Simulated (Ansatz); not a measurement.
Runs of Ansatz 0.2.0 on Si2W. It takes space group P6_222 (No. 180, hexagonal). Conventional cell: a = 4.617 Å, b = 4.617 Å, c = 6.653 Å, α = 90.00°, β = 90.00°, γ = 120.00°. W (site symmetry 222) has 10 Si at 2.59 to 2.69 Å as nearest neighbours. Si (site symmetry 2) is surrounded by 5 Si at 2.57 to 2.69 Å and 5 W at 2.59 to 2.69 Å. Measurements of this composition are mostly on another form, of space group No. 139.

```tsv
task	level	U	cell	hubbard projectors	double counting	gap on the mesh (eV)	pressure (GPa)	largest force (eV/Å)
single point	LDA	-	as given	-	-	0.40	-9.3	0.07
single point	LDA+U	W d U = 3 eV	as given	ortho-atomic (the default)	fll (the default)	0.62	-9.9	(a)
single point	LDA+U	W d U = 2 eV	as given	ortho-atomic (the default)	fll (the default)	0.54	-9.7	(c)
single point	LDA+U	W d U = 4 eV	as given	ortho-atomic (the default)	fll (the default)	0.72	-10.1	(d)
relaxation of the atoms	PBE	-	atoms relaxed	-	-	0.41	-0.6	-
single point	LDA+U	W d U = 6 eV	as given	ortho-atomic (the default)	fll (the default)	0.95	-10.3	0.01
single point	LDA+U	W d U = 5 eV	as given	ortho-atomic (the default)	fll (the default)	0.83	-10.2	0.03
single point	LDA+U	W d U = 8 eV	as given	ortho-atomic (the default)	fll (the default)	(b)	-10.1	0.02
```

Alike in all rows: potentials or basis Ansatz PAW; no spin polarisation; k mesh 5 × 5 × 3; cutoff (eV) 420; smearing fermi-dirac 0.05 eV.

Question: Fill in the values left out.

Answer: (a) 0.05; (b) 1.16; (c) 0.06; (d) 0.04.

Caveats: odd divisions of the mesh miss points on the zone boundary, where band edges often lie, so the gap on the mesh can be too wide; spin-orbit coupling is left out, which moves the levels of the heavy elements; the PAW data sets come from PBE, with cores solved anew for the run's functional, which leaves a small shift of forces and pressure (some runs); the U is typed as a test and isn't derived for this compound (some runs); the thresholds are loose for stress (some runs).

A k mesh can miss the band edges, and the runs leave out spin-orbit coupling on W.
